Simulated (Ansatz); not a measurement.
# AlRu (Pm-3m), clamped-ion strain scan

Theory: DFT r2SCAN, scalar-relativistic, plane waves, PAW in Ansatz 0.2.0. Cutoff 500 eV, Γ-centred 20×20×20 k-points, Gaussian smearing of 0.15 eV. No spin polarisation. Energies are free energies at this smearing, counted from the undisturbed cell; pressure is positive in compression.

Zero of the scan (as given, not relaxed at this level; it stands at -2.0 GPa, and it needn't be the usual structure):

```
CELL_PARAMETERS angstrom
2.99160 0.00000 0.00000
0.00000 2.99160 0.00000
0.00000 0.00000 2.99160
ATOMIC_POSITIONS crystal
Al 0.00000 0.00000 0.00000
Ru 0.50000 0.50000 0.50000
```

The cell is strained by ε times the Voigt pattern (0, 0, 0, 0, 1, 0) (xx, yy, zz, yz, xz, xy; engineering shear) with fractional coordinates fixed. The cell is metallic on the mesh throughout.

| ε | ΔE (meV/atom) |
| --- | --- |
| -0.0600 | 19.6 |
| -0.0300 | 4.9 |
| 0.0000 | 0.0 |
| 0.0075 | 0.3 |
| 0.0150 | 1.2 |
| 0.0225 | 2.8 |
| 0.0375 | 7.7 |
| 0.0450 | 11.1 |
| 0.0525 | 15.1 |

Problem. Predict the pressure (GPa) at each point.

Solution.
| ε | pressure (GPa) |
| --- | --- |
| -0.0600 | -1.2 |
| -0.0300 | -1.8 |
| 0.0000 | -2.0 |
| 0.0075 | -2.0 |
| 0.0150 | -1.9 |
| 0.0225 | -1.9 |
| 0.0375 | -1.7 |
| 0.0450 | -1.6 |
| 0.0525 | -1.4 |

Cost: 9 runs of about 6.1 core-minutes in all, on Intel Xeon Processor @ 2.70GHz (shared hosts).